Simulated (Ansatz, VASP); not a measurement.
**BN: VASP beside Ansatz**

The input INCAR:

```
PREC = Accurate ; ENCUT = 520
EDIFF = 1E-6 ; ISMEAR = 0
SIGMA = 0.05 ; LREAL = F
LASPH = T ; NELM = 80
ALGO = Normal ; ISIF = 2
LWAVE = F ; LCHARG = F
GGA = PS ; NBANDS = 16
```

Contents of KPOINTS:

```
Automatic mesh
0
Gamma
  12 12 4
```

POSCAR

```
BN
1.0
    2.5036203705      0.0000000000      0.0000000000
   -1.2518101853      2.1681988423      0.0000000000
    0.0000000000      0.0000000000      6.8661788661
B N
2 2
Direct
    0.3333333333      0.6666666667      0.2500000000
    0.6666666667      0.3333333333      0.7500000000
    0.3333333333      0.6666666667      0.7500000000
    0.6666666667      0.3333333333      0.2500000000
```

Input for Ansatz:

```yaml
crystal:
  lattice:
    - [2.5036203705, 0.0, 0.0]
    - [-1.2518101853, 2.1681988423, 0.0]
    - [0.0, 0.0, 6.8661788661]
  atoms:
    - { symbol: B, position: [0.3333333333, 0.6666666667, 0.25] }
    - { symbol: B, position: [0.6666666667, 0.3333333333, 0.75] }
    - { symbol: "N", position: [0.3333333333, 0.6666666667, 0.75] }
    - { symbol: "N", position: [0.6666666667, 0.3333333333, 0.25] }
basis:
  ecutwfc: 520.0
kpoints:
  mp_grid: { grid: [12, 12, 4] }
hamiltonian:
  xc: pbesol
  pseudopotentials: { kind: paw, azcp: { folder: soft_1 } }
scf:
  occupations: { method: gaussian, width: 0.05 }
output:
  forces: true
  stress: true
  eigenvalues: true
```

Alike in both runs: task single point; functional PBEsol; k mesh 12 × 12 × 4; occupations gaussian, width 0.05 eV; no spin polarisation.

|  | VASP | Ansatz |
| --- | --- | --- |
| version | VASP 6.6.1 | Ansatz 0.2.0 |
| potentials or method | VASP PAW PBE potentials, release 64 (B, N) | scalar-relativistic, plane waves, PAW |
| plane-wave cutoff (eV) | 520 | 520 |
| valence electrons in the cell | 16 | 16 |

Ansatz gave:

| Item | Value |
| --- | --- |
| gap on the k mesh at the Fermi level (eV) | 4.23 |
| least direct gap on the mesh (eV) | 4.59 |
| pressure (GPa) | 0.2 |
| largest component of the traceless stress (GPa) | 0.14 |

Task: What did VASP give for the same quantities?

Result: gap on the k mesh at the Fermi level (eV): 4.22; least direct gap on the mesh (eV): 4.59; pressure (GPa): 0.6; largest component of the traceless stress (GPa): 0.45.

The functional is the same, so the differences come from potentials, cutoffs and numerics. Ansatz warned: «pseudo_functional_mismatch».

Caveats: the PAW data sets were made with another functional, which shifts forces and pressure a little (VASP); this functional lacks dispersion, which binds the layers, so the pressure and a relaxed spacing across them are unreliable. A k mesh can miss the band edges.
